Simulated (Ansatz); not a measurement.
# As: the cost of one run

Method: DFT PBE, scalar-relativistic, plane waves, PAW, in Ansatz 0.2.0.

1 further run of the same task is left out (set aside as unsound or not needed).

### Step 1. The structure to begin with

The structure is trigonal, space group R-3m (No. 166). Conventional cell: a = 3.759 Å, b = 3.759 Å, c = 10.457 Å, α = 90.00°, β = 90.00°, γ = 120.00°. As (site symmetry 3m) has 3 As at 2.52 Å as nearest neighbours.

As a file:

```
CELL_PARAMETERS angstrom
1.87975 1.08527 3.48577
-1.87975 1.08527 3.48577
0.00000 -2.17055 3.48577
ATOMIC_POSITIONS crystal
As 0.22754 0.22754 0.22754
As 0.77246 0.77246 0.77246
```

The structure comes from the Crystallography Open Database.

### Step 2. A change within the space group

The change: strain xx, yy, zz, yz, xz, xy = +1.1, +1.1, +10.1, +0.0, +0.0, +0.0 %; atoms moved by 0.03 Å root mean square, at most 0.03 Å.

input.yaml

```yaml
crystal:
  lattice:
    - [1.8996184093, 1.0967452, 3.8363338889]
    - [-1.8996184093, 1.0967452, 3.8363338889]
    - [0.0, -2.1934903999, 3.8363338889]
  atoms:
    - { symbol: As, position: [0.2304088066, 0.2304088066, 0.2304088066] }
    - { symbol: As, position: [0.7695911934, 0.7695911934, 0.7695911934] }
basis:
  ecutwfc: 420
kpoints:
  mp_grid: { grid: [15, 15, 15] }
hamiltonian:
  xc: pbe
scf:
  occupations: { method: gaussian, width: 0.1 }
output:
  forces: true
  stress: true
  eigenvalues: true
  populations: true
```

On the command line:

```
ansatz run input.yaml --threads 1 --pin off --max-ram 1331MiB --backend cpu --events-out ev --progress --plain --runs-dir out
```

What time and memory should one allow on 1 thread of an x86-64 CPU, shared host?

About 44 s, with a peak of 0.52 GiB.
